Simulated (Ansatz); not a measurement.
# Rigid cleavage in SnSe

The calculation used DFT PBE+D3(BJ), scalar-relativistic, plane waves, PAW (Ansatz). The runs took a 420 eV cutoff, a Γ-centred 8×8×3 mesh and Gaussian smearing (0.05 eV). No spin polarisation. Energies are free energies at this smearing, counted from the undisturbed cell; pressure is positive in compression.

Reference structure (relaxed at this level):

```
Sn Se
1.0
     0.00000   -4.16723    0.00000
     0.00000    0.00000   -4.38840
    11.48362    0.00000    0.00000
Sn Se
4 4
Direct
  0.75000 0.90394 0.61766
  0.25000 0.09606 0.38234
  0.25000 0.40394 0.88234
  0.75000 0.59606 0.11766
  0.75000 0.52301 0.35699
  0.25000 0.47699 0.64301
  0.25000 0.02301 0.14301
  0.75000 0.97699 0.85699
```

The cut lies on the cell's a–b face, a (1 0 0) plane (indices in the standard cell, whose axes needn't be the Cartesian ones shown) of area 18.29 Å², between layers 2.70 Å apart. Vector c is lengthened by d along the normal with the atoms' Cartesian places fixed: one unrelaxed cut a cell.

| d (Å) | energy (J/m²) | traction dE/dd (GPa) | gap on the mesh (eV) |
| --- | --- | --- | --- |
| 0.00 | 0.00 | -0.1 | 0.57 |
| 0.50 | 0.10 | 2.9 | 0.47 |
| 1.00 | 0.24 | 2.7 | 0.42 |
| 2.00 | 0.44 | 1.3 | 0.54 |
| 3.00 | 0.53 | ? | ? |
| 6.00 | 0.61 | 0.1 | 0.80 |

**Question.** Give the withheld values.

**Answer.** traction dE/dd (GPa) at d (Å) = 3.00: 0.6; gap on the mesh (eV) at d (Å) = 3.00: 0.68.

Cost: 6 runs of about 13 core-minutes in all, on Intel Xeon Processor @ 2.50GHz (Skylake/Cascade Lake) (shared hosts).